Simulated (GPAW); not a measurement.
The system is WC (Qusongite).

```
CELL_PARAMETERS angstrom
2.90650 0.00000 0.00000
-1.45325 2.51710 0.00000
0.00000 0.00000 2.83660
ATOMIC_POSITIONS crystal
W 0.00000 0.00000 0.00000
C 0.66667 0.33333 0.50000
```

Base run:

```yaml
Program: GPAW 26.7.0
Functional: r2SCAN
Potentials_or_basis: GPAW PAW data sets (gpaw-data 1.2.1)
Cutoff: 800 eV
Basis: pw
k_mesh: 9 × 9 × 8
Occupations: fermi-dirac, width 0.05 eV
Spin: no spin polarisation
Hubbard_terms: W d U = 1 eV
```

Its results: band gap on the k mesh none (metal or under the smearing width); pressure 2.1 GPa.

The run is repeated on the same cell with these changes: hubbard terms from W d U = 1 eV to W d U = 4 eV. What comes out?

Band gap on the k mesh none (metal or under the smearing width); pressure 5.5 GPa.

Caveats: the PAW data sets were made with another functional, which shifts forces and pressure a little; U without spin polarisation on a metal has little footing; the U is typed as a test and isn't derived for this compound.
